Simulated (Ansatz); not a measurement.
# Ga23N24: the cost of one run

Program: Ansatz 0.2.0. Level of theory: DFT, PBE, plane-wave PAW, default files, scalar-relativistic. These are calculated values, not measurements.

The COD entry's cell or inner coordinates are ideal or old and differ from later refinements, so a difference from it is no clean test against experiment.

1 further run of the same task is left out (it didn't finish).

## 1. The system as given

Symmetry: P1, No. 1, triclinic system. Conventional cell: a = 6.360 Å, b = 8.413 Å, c = 10.332 Å, α = 90.00°, β = 90.00°, γ = 100.89°. Ga (site symmetry 1) has 4 N at 1.94 to 1.95 Å in its first shell of neighbours. Only part of the 47 independent sites is listed.

Coordinates:

```xyz
47
Lattice="6.3600 0.0000 0.0000 -4.7700 8.2619 0.0000 0.0000 0.0000 10.3320" Properties=species:S:1:pos:R:3 pbc="T T T"
Ga    0.0000    1.8360    5.1660
Ga   -1.5900    4.5899    0.0000
Ga   -1.5900    4.5899    5.1660
Ga   -3.1800    7.3439    0.0000
Ga   -3.1800    7.3439    5.1660
Ga    3.1800    1.8360    0.0000
Ga    3.1800    1.8360    5.1660
Ga    1.5900    4.5899    0.0000
Ga    1.5900    4.5899    5.1660
Ga    0.0000    7.3439    0.0000
Ga    0.0000    7.3439    5.1660
Ga    1.5900    0.9180    2.5830
Ga    1.5900    0.9180    7.7490
Ga    0.0000    3.6719    2.5830
Ga    0.0000    3.6719    7.7490
Ga   -1.5900    6.4259    2.5830
Ga   -1.5900    6.4259    7.7490
Ga    4.7700    0.9180    2.5830
Ga    4.7700    0.9180    7.7490
Ga    3.1800    3.6719    2.5830
Ga    3.1800    3.6719    7.7490
Ga    1.5900    6.4259    2.5830
Ga    1.5900    6.4259    7.7490
N     0.0000    1.8360    1.9373
N     0.0000    1.8360    7.1033
N    -1.5900    4.5899    1.9373
N    -1.5900    4.5899    7.1033
N    -3.1800    7.3439    1.9373
N    -3.1800    7.3439    7.1033
N     3.1800    1.8360    1.9373
N     3.1800    1.8360    7.1033
N     1.5900    4.5899    1.9373
N     1.5900    4.5899    7.1033
N     0.0000    7.3439    1.9373
N     0.0000    7.3439    7.1033
N     1.5900    0.9180    4.5203
N     1.5900    0.9180    9.6863
N     0.0000    3.6719    4.5203
N     0.0000    3.6719    9.6863
N    -1.5900    6.4259    4.5203
N    -1.5900    6.4259    9.6863
N     4.7700    0.9180    4.5203
N     4.7700    0.9180    9.6863
N     3.1800    3.6719    4.5203
N     3.1800    3.6719    9.6863
N     1.5900    6.4259    4.5203
N     1.5900    6.4259    9.6863
```

The vacant site is at (0.167, 0.222, 0.000) in fractional coordinates of the input's cell.

## 2. Single point at the given positions

input.yaml

```yaml
crystal:
  lattice:
    - [6.36, 0.0, 0.0]
    - [-4.77, 8.261882352, 0.0]
    - [0.0, 0.0, 10.332]
  atoms:
    - { symbol: Ga, position: [0.1666666666, 0.2222222222, 0.5] }
    - { symbol: Ga, position: [0.1666666666, 0.5555555556, 0.0] }
    - { symbol: Ga, position: [0.1666666666, 0.5555555556, 0.5] }
    - { symbol: Ga, position: [0.1666666666, 0.8888888889, 0.0] }
    - { symbol: Ga, position: [0.1666666666, 0.8888888889, 0.5] }
    - { symbol: Ga, position: [0.6666666666, 0.2222222222, 0.0] }
    - { symbol: Ga, position: [0.6666666666, 0.2222222222, 0.5] }
    - { symbol: Ga, position: [0.6666666666, 0.5555555556, 0.0] }
    - { symbol: Ga, position: [0.6666666666, 0.5555555556, 0.5] }
    - { symbol: Ga, position: [0.6666666666, 0.8888888889, 0.0] }
    - { symbol: Ga, position: [0.6666666666, 0.8888888889, 0.5] }
    - { symbol: Ga, position: [0.3333333334, 0.1111111111, 0.25] }
    - { symbol: Ga, position: [0.3333333334, 0.1111111111, 0.75] }
    - { symbol: Ga, position: [0.3333333334, 0.4444444444, 0.25] }
    - { symbol: Ga, position: [0.3333333334, 0.4444444444, 0.75] }
    - { symbol: Ga, position: [0.3333333334, 0.7777777778, 0.25] }
    - { symbol: Ga, position: [0.3333333334, 0.7777777778, 0.75] }
    - { symbol: Ga, position: [0.8333333334, 0.1111111111, 0.25] }
    - { symbol: Ga, position: [0.8333333334, 0.1111111111, 0.75] }
    - { symbol: Ga, position: [0.8333333334, 0.4444444444, 0.25] }
    - { symbol: Ga, position: [0.8333333334, 0.4444444444, 0.75] }
    - { symbol: Ga, position: [0.8333333334, 0.7777777778, 0.25] }
    - { symbol: Ga, position: [0.8333333334, 0.7777777778, 0.75] }
    - { symbol: "N", position: [0.1666666666, 0.2222222222, 0.1875] }
    - { symbol: "N", position: [0.1666666666, 0.2222222222, 0.6875] }
    - { symbol: "N", position: [0.1666666666, 0.5555555556, 0.1875] }
    - { symbol: "N", position: [0.1666666666, 0.5555555556, 0.6875] }
    - { symbol: "N", position: [0.1666666666, 0.8888888889, 0.1875] }
    - { symbol: "N", position: [0.1666666666, 0.8888888889, 0.6875] }
    - { symbol: "N", position: [0.6666666666, 0.2222222222, 0.1875] }
    - { symbol: "N", position: [0.6666666666, 0.2222222222, 0.6875] }
    - { symbol: "N", position: [0.6666666666, 0.5555555556, 0.1875] }
    - { symbol: "N", position: [0.6666666666, 0.5555555556, 0.6875] }
    - { symbol: "N", position: [0.6666666666, 0.8888888889, 0.1875] }
    - { symbol: "N", position: [0.6666666666, 0.8888888889, 0.6875] }
    - { symbol: "N", position: [0.3333333334, 0.1111111111, 0.4375] }
    - { symbol: "N", position: [0.3333333334, 0.1111111111, 0.9375] }
    - { symbol: "N", position: [0.3333333334, 0.4444444444, 0.4375] }
    - { symbol: "N", position: [0.3333333334, 0.4444444444, 0.9375] }
    - { symbol: "N", position: [0.3333333334, 0.7777777778, 0.4375] }
    - { symbol: "N", position: [0.3333333334, 0.7777777778, 0.9375] }
    - { symbol: "N", position: [0.8333333334, 0.1111111111, 0.4375] }
    - { symbol: "N", position: [0.8333333334, 0.1111111111, 0.9375] }
    - { symbol: "N", position: [0.8333333334, 0.4444444444, 0.4375] }
    - { symbol: "N", position: [0.8333333334, 0.4444444444, 0.9375] }
    - { symbol: "N", position: [0.8333333334, 0.7777777778, 0.4375] }
    - { symbol: "N", position: [0.8333333334, 0.7777777778, 0.9375] }
total_charge: -3
kpoints:
  mp_grid: { grid: [4, 3, 2] }
scf:
  occupations: { method: fermi_dirac, width: 0.01 }
hamiltonian:
  xc: pbe
  pseudopotentials: { kind: paw }
output:
  forces: true
  stress: true
  populations: true
  efg:
    quadrupole_moments_barn: { Ga: 0.107, "N": 0.02044 }
    contact_densities: true
  write_density: true
  write_potential: true
  elf: true
  volumetric_format: npy
```

Run with:

```bash
$ ansatz run input.yaml --threads 4 --pin off --max-ram 8192MiB --backend cpu --events-out ev --progress --plain --runs-dir out
```

Q: Estimate wall time and peak memory on 4 threads of INTEL XEON PLATINUM 8581C at 2.30GHz (Emerald Rapids), shared host.

About 60 s, with a peak of 3.5 GiB.
